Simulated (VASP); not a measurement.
# BeTe in VASP: one cell, several levels of theory, part 2 of 2

VASP 6.6.1, plane waves, PAW. The steps go on from the part before.

## 3. r2SCAN at this geometry

Contents of INCAR:

```
ENCUT = 520.000000
SIGMA = 0.010000
EDIFF = 1.00e-07
ALGO = Normal
METAGGA = R2SCAN
PREC = Accurate
IBRION = -1
ISIF = 2
ISMEAR = 0
NBANDS = 11
NELM = 120
NSW = 0
LASPH = .TRUE.
LCHARG = .TRUE.
LELF = .TRUE.
LWAVE = .FALSE.
LREAL = .FALSE.
```

Contents of KPOINTS:

```
KPOINTS created by Atomic Simulation Environment
0
Gamma
8 8 8
0 0 0
```

Contents of KPOINTS_OPT:

```
special points
7
Reciprocal
0.0000000000 0.0000000000 0.0000000000 1
-0.5000000000 -0.5000000000 0.0000000000 1
-0.3750000000 -0.3750000000 0.2500000000 1
-0.3750000000 0.0000000000 0.3750000000 1
0.0000000000 0.0000000000 0.5000000000 1
-0.5000000000 -0.2500000000 0.2500000000 1
0.0000000000 0.5000000000 0.5000000000 1
```

Contents of POSCAR:

```
Be Te
 1.0000000000000000
     0.0000000000000000    2.8286236223999999    2.8851960947999999
     2.8286236223999999    0.0000000000000000    2.8851960947999999
     2.8286236223999999    2.8286236223999999    0.0000000000000000
 Be  Te
   1   1
Cartesian
  0.0000000000000000  0.0000000000000000  0.0000000000000000
  1.4143118111999997  1.4143118111999997  1.4425980474000000
```

Started as:

```sh
$ mpirun -np 1 vasp_std
```

Standard output, without the iteration lines:

```text
POSCAR found type information on POSCAR BeTe
 POSCAR found :  2 types and       2 ions
 -----------------------------------------------------------------------------
|                                                                             |
|                                                                             |
|     You enforced a specific xc type in the INCAR file but a different       |
|     I HOPE YOU KNOW WHAT YOU ARE DOING!                                     |
|                                                                             |
 -----------------------------------------------------------------------------

 LDA part: xc-table for (None), standard interpolation
 POSCAR, INCAR and KPOINTS ok, starting setup
 FFT: planning ... GRIDC
 FFT: planning ... GRID_SOFT
 FFT: planning ... GRID
 WAVECAR not read
 entering main loop
 Start KPOINTS_OPT (optional k-point list driver)
k-point batch [1-7\7]
```

OSZICAR:

```text
N       E                     dE             d eps       ncg     rms          rms(c)
DAV:   1    -0.393382238862E+01   -0.39338E+01   -0.33235E+03  1298   0.596E+02
DAV:   2    -0.306283101039E+02   -0.26694E+02   -0.25586E+02  1676   0.943E+01
DAV:   3    -0.317691996513E+02   -0.11409E+01   -0.11385E+01  1742   0.208E+01
DAV:   4    -0.317789201105E+02   -0.97205E-02   -0.97198E-02  1543   0.218E+00
DAV:   5    -0.317790879621E+02   -0.16785E-03   -0.16785E-03  1677   0.285E-01    0.442E+00
DAV:   6    -0.306750202599E+02    0.11041E+01   -0.16230E-01  1379   0.261E+00    0.318E+00
DAV:   7    -0.306815111504E+02   -0.64909E-02   -0.13901E-01  1499   0.212E+00    0.360E-01
DAV:   8    -0.306796010964E+02    0.19101E-02   -0.77406E-03  1511   0.416E-01    0.391E-01
DAV:   9    -0.306802099262E+02   -0.60883E-03   -0.83849E-04  1506   0.198E-01    0.147E-01
DAV:  10    -0.306802636199E+02   -0.53694E-04   -0.14069E-04  1619   0.681E-02    0.288E-02
DAV:  11    -0.306802658665E+02   -0.22466E-05   -0.88154E-06  1563   0.241E-02    0.177E-02
DAV:  12    -0.306802666875E+02   -0.82102E-06   -0.46267E-07  1489   0.505E-03    0.342E-03
DAV:  13    -0.306802667116E+02   -0.24105E-07   -0.23664E-07  1512   0.276E-03
   1 F= -.30680267E+02 E0= -.30680267E+02  d E =-.433384E-56
       N       E                     dE             ncg
DAV:   1     0.823219844813E+03   -0.15289E+04      154
DAV:   2     0.624965261626E+03   -0.19825E+03      229
DAV:   3     0.616222562693E+03   -0.87427E+01      217
DAV:   4     0.616140466395E+03   -0.82096E-01      197
DAV:   5     0.616139294308E+03   -0.11721E-02      204
DAV:   6     0.616139258698E+03   -0.35609E-04      194
DAV:   7     0.616139257326E+03   -0.13721E-05      204
DAV:   8     0.616139257269E+03   -0.57044E-07      161
```

Parts of OUTCAR:

```text
k-points           NKPTS =     59   k-points in BZ     NKDIM =     59   number of bands    NBANDS=     11

   NELECT =       8.0000    total number of electrons

   dimension x,y,z NGX =    30 NGY =   30 NGZ =   30
   dimension x,y,z NGXF=    60 NGYF=   60 NGZF=   60

  energy-cutoff  :      520.00
  volume of cell :       46.17
      direct lattice vectors                 reciprocal lattice vectors
     0.000000000  2.828623622  2.885196095    -0.176764415  0.176764415  0.173298446
     2.828623622  0.000000000  2.885196095     0.176764415 -0.176764415  0.173298446
     2.828623622  2.828623622  0.000000000     0.176764415  0.176764415 -0.173298446

 k-points in reciprocal lattice and weights: KPOINTS created by Atomic Simulation Env
   0.00000000  0.00000000  0.00000000       0.002
   0.12500000 -0.00000000  0.00000000       0.016
   0.25000000 -0.00000000  0.00000000       0.016
   0.37500000 -0.00000000  0.00000000       0.016
   0.50000000 -0.00000000  0.00000000       0.008
   0.12500000  0.12500000  0.00000000       0.004
   0.25000000  0.12500000  0.00000000       0.016
   0.37500000  0.12500000  0.00000000       0.016
[... 51 more k-points ...]

 E-fermi :   4.7138

 k-point     1 :       0.0000    0.0000    0.0000
  band No.  band energies     occupation
      1      -7.9941      2.00000
      2       4.4926      2.00000
      3       4.6047      2.00000
      4       4.6047      2.00000
      5       8.6057      0.00000
      6       8.6057      0.00000
      7       8.6436      0.00000
      8       8.8157      0.00000
      9      13.5437      0.00000
     10      15.0417      0.00000
     11      15.4457      0.00000

 k-point     2 :       0.1250   -0.0000    0.0000
  band No.  band energies     occupation
      1      -7.8440      2.00000
      2       3.2819      2.00000
      3       4.2964      2.00000
      4       4.3892      2.00000
      5       8.5382      0.00000
      6       8.9485      0.00000
      7       8.9718      0.00000
      8      10.0821      0.00000
      9      14.0014      0.00000
     10      14.2496      0.00000
     11      14.5294      0.00000

 k-point     3 :       0.2500   -0.0000    0.0000
  band No.  band energies     occupation
      1      -7.4309      2.00000
      2       1.2676      2.00000
      3       3.8463      2.00000
      4       3.9776      2.00000
      5       8.2837      0.00000
      6       9.4817      0.00000
      7       9.5107      0.00000
      8      12.0980      0.00000
      9      14.0366      0.00000
     10      14.1788      0.00000
     11      14.3539      0.00000

 k-point     4 :       0.3750   -0.0000    0.0000
  band No.  band energies     occupation
      1      -6.9078      2.00000
      2      -0.3355      2.00000
      3       3.4942      2.00000
      4       3.6559      2.00000
      5       8.0834      0.00000
      6       9.5906      0.00000
      7       9.6847      0.00000
      8      13.0683      0.00000
      9      14.8961      0.00000
     10      15.1781      0.00000
     11      15.3009      0.00000

 k-point     5 :       0.5000   -0.0000    0.0000
  band No.  band energies     occupation
      1      -6.6366      2.00000
      2      -0.9790      2.00000
      3       3.3667      2.00000
      4       3.5397      2.00000
      5       8.0117      0.00000
      6       9.5535      0.00000
      7       9.6648      0.00000
      8      13.0435      0.00000
      9      16.1450      0.00000
     10      16.6370      0.00000
     11      16.8389      0.00000

 k-point     6 :       0.1250    0.1250    0.0000
  band No.  band energies     occupation
      1      -7.7993      2.00000
      2       3.4196      2.00000
      3       3.9837      2.00000
      4       3.9837      2.00000
      5       8.2845      0.00000
      6       9.5528      0.00000
      7       9.5528      0.00000
      8       9.7808      0.00000
      9      13.0510      0.00000
     10      14.3198      0.00000
     11      15.6932      0.00000

 k-point     7 :       0.2500    0.1250    0.0000
  band No.  band energies     occupation
      1      -7.4766      2.00000
      2       1.8563      2.00000
      3       3.5179      2.00000
      4       3.5860      2.00000
      5       8.4205      0.00000
      6       9.5023      0.00000
      7      10.3251      0.00000
      8      10.8214      0.00000
      9      13.3768      0.00000
     10      15.0566      0.00000
     11      15.3998      0.00000

 k-point     8 :       0.3750    0.1250    0.0000
  band No.  band energies     occupation
      1      -6.9792      2.00000
      2       0.2047      2.00000
      3       3.0491      2.00000
      4       3.2438      2.00000
      5       8.5868      0.00000
      6       9.5417      0.00000
      7      10.5578      0.00000
      8      11.6370      0.00000
      9      14.9836      0.00000
     10      15.2321      0.00000
     11      15.9975      0.00000

 k-point     9 :       0.5000    0.1250    0.0000
  band No.  band energies     occupation
      1      -6.5857      2.00000
      2      -0.7613      2.00000
      3       2.6271      2.00000
      4       3.2433      2.00000
      5       8.6098      0.00000
      6       9.5280      0.00000
      7      10.3273      0.00000
      8      13.0611      0.00000
      9      14.9099      0.00000
     10      16.6034      0.00000
     11      16.6909      0.00000

 k-point    10 :      -0.3750    0.1250    0.0000
  band No.  band energies     occupation
      1      -6.6690      2.00000
      2      -0.5645      2.00000
      3       2.4730      2.00000
      4       3.5079      2.00000
      5       8.7242      0.00000
      6       9.6795      0.00000
      7      10.0396      0.00000
      8      13.1398      0.00000
      9      14.7363      0.00000
     10      14.9895      0.00000
     11      16.8742      0.00000

 k-point    11 :      -0.2500    0.1250    0.0000
  band No.  band energies     occupation
      1      -7.1367      2.00000
      2       0.6755      2.00000
      3       2.6538      2.00000
      4       3.9525      2.00000
      5       8.9038      0.00000
      6       9.6454      0.00000
      7       9.8787      0.00000
      8      11.8539      0.00000
      9      13.4570      0.00000
     10      15.0082      0.00000
     11      16.2732      0.00000

[... the tables of k-points 12 to 59 left out ...]

  Total       -0.1610129     -0.1610129     -0.5254021      0.0000000      0.0000000      0.0000000
  in kB       -5.5874742     -5.5874742    -18.2325196      0.0000000      0.0000000      0.0000000
  external PRESSURE =      -9.8024894 kB  Pullay stress =       0.0000000 kB

 POSITION                                       TOTAL-FORCE (eV/Angst)
 -----------------------------------------------------------------------------------
      0.00000      0.00000      0.00000        -0.000000     -0.000000      0.000000
      1.41431      1.41431      1.44260         0.000000      0.000000      0.000000
 -----------------------------------------------------------------------------------
    total drift:                                0.000000      0.000000      0.000000

  FREE ENERGIE OF THE ION-ELECTRON SYSTEM (eV)
  ---------------------------------------------------
  free  energy   TOTEN  =       -30.6802667116 eV

  energy  without entropy=      -30.6802667116  energy(sigma->0) =      -30.68026671
```

Hardware: 1 MPI rank of Intel Xeon Platinum 8488C, shared host.

The levels at the points of KPOINTS_OPT are read from vasprun.xml.

Near the gap, in eV above the top of the last filled band v; c is the band after it:

```
point    v−1      v     c   c+1
    Γ   0.00   0.00  4.00  4.00
    X  -2.56  -2.56  2.47  3.11
    U  -3.85  -2.15  3.19  5.84
    K  -3.86  -2.29  3.03  5.59
    L  -1.24  -1.07  3.41  4.95
    W  -3.67  -3.18  5.67  6.11
```

The r2SCAN gap is 2.33 eV and indirect (Γ to (0.00, 0.50, 0.50)), with 4.00 eV as the least direct one. Pressure: -0.98 GPa; the forces vanish within 0.01 eV/Å.

Axes a, b and c in the maps are those of this run's conventional cell (a, b, c = 4.000, 4.000, 5.770 Å).

Density in a lattice plane of the grid's cell (edges 4.00 and 5.77 Å, at 0.000 of the third edge), which holds Be and Te.

Ten even steps from ' ' (-0.48 e/Å³) to '@' (0.60 e/Å³):
```
++++++++++++++++++++++++++++++++
****++++++++==========++++++++**
**++++++++==============++++++++
++++++++==================++++++
++++++======================++++
++++==========================++
================================
================================
============++++++++++==========
========++++++++**++++++++======
======++++****######****++++====
====++++**##%%@@@@@@%%##**++++==
==++++**##%%@@%%##%%@@%%##**++++
++++++**%%@@##==::==##@@%%**++++
++++**##%%@@**..  ..**@@%%##**++
++****##@@@@##==::==##@@@@##****
******##@@@@@@%%##%%@@@@@@##****
****####%%@@@@@@@@@@@@@@%%####**
++++**######################**++
==++**************************++
```
Columns run along the first of these edges and rows up along the second, over one cell in 16 and 20 even steps from the bottom left corner. Atoms in the plane (fractional): Be at (0.00, 0.00), Te at (0.50, 0.25).

ELF in the same plane.

Ten even steps from ' ' (0.00) to '@' (0.93):
```
    ..::--==============--::..  
................................
----::::..              ..::::--
----::....              ....::--
::::....                  ....::
....                          ..
                                
                ..              
          ..::--==--::..        
        ::==****##****==::      
    ..::++##%%%%%%%%%%##++::..  
    ::++##%%%%%%%%%%%%%%##++::  
  ..==**%%%%%%%%##%%%%%%%%**==..
..::++%%%%%%##**++**##%%%%%%++::
::==##%%@@%%##++--++##%%@@%%##==
--++%%@@@@@@%%**++**%%@@@@@@%%++
--++%%@@@@@@@@%%##%%@@@@@@@@%%++
..==%%@@@@@@@@%%%%%%@@@@@@@@%%==
  ..++%%@@@@@@%%%%%%@@@@@@%%++..
    ..++##################++..  
```
Columns run along the first of these edges and rows up along the second, over one cell in 16 and 20 even steps from the bottom left corner. Atoms in the plane (fractional): Be at (0.00, 0.00), Te at (0.50, 0.25).

Both are smooth fields of the valence electrons: close to the nuclei they are not physical.

Maxima of ELF outside the ion cores: 0.93 on the Be–Te line, 1.2 Å from Be.

## 4. What came out

The summary covers parts 1 to 2.

```
 level  gap (eV)  pressure (GPa)  Ansatz: gap (eV)  Ansatz: pressure (GPa)
   PBE      1.98           -0.77              1.99                   -0.89
r2SCAN      2.33           -0.98              2.34                   -1.13
```

**Reading.** The gap spans 1.98 eV (PBE) to 2.33 eV (r2SCAN). Spin-orbit coupling is left out, though the cell holds Te (Z = 52); in an element this heavy it can shift bands and gaps by tenths of an eV. The two programs agree on the gap within 0.02 eV, far less than the spread between functionals. Each program uses its own PAW datasets and cutoff. VASP's cell holds 8 valence electrons and Ansatz's 18.
